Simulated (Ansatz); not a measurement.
**SiO₂: deformation potentials from a series**

```
CELL_PARAMETERS angstrom
-2.37405 2.37405 3.74400
2.37405 -2.37405 3.74400
2.37405 2.37405 -3.74400
ATOMIC_POSITIONS crystal
Si 0.00000 0.00000 0.00000
Si 0.75000 0.25000 0.50000
O 0.99838 0.62500 0.87338
O 0.37500 0.24838 0.37338
O 0.75162 0.12500 0.12662
O 0.87500 0.00162 0.62662
```

Atom numbers follow the list: Si1, Si2, O3, O4, O5, O6.

The cell is COD entry 9006285, as deposited and not checked against the literature; nothing was relaxed.

Theory: DFT, PBE, all-electron LAPW, scalar-relativistic in Ansatz 0.2.0.

Settings: a Γ-centred 7×7×7 k mesh, Fermi–Dirac smearing of 0.03 eV, basis error target 1 meV/atom, no spin polarisation.

The cell is scaled evenly. Fractional coordinates are held (clamped ions).

Only quantities that a quadratic follows smoothly over the whole series are listed; rougher ones are left out.

| ln(V/Vcell) | direct gap at Γ (eV) | smallest gap on mesh and path (eV) |
| --- | --- | --- |
| -0.0619 | 6.452 | 6.452 |
| -0.0408 | 6.320 | 6.320 |
| -0.0202 | 6.186 | 6.186 |
| 0.0000 | 6.051 | 6.051 |
| 0.0100 | 5.982 | 5.982 |
| 0.0198 | 5.913 | 5.913 |
| 0.0392 | 5.774 | 5.774 |
| 0.0583 | 5.633 | 5.633 |

Fit the series and give the slopes at zero strain.

Least-squares fits y = p0 + p1 x + p2 x² to the rows give direct gap at Γ (eV): p1 = -6.83, p2 = -5.7; smallest gap on mesh and path (eV): p1 = -6.83, p2 = -5.7. So dEg/dln V = -6.8 eV for the direct gap at Γ, the fundamental gap of this crystal. Semilocal gaps are too small, but their slopes carry over better.

One run, at ln(V/Vcell) = -0.0101, is withheld. Predict its row.

The fits give 6.119, 6.119; the run gave 6.119, 6.119.
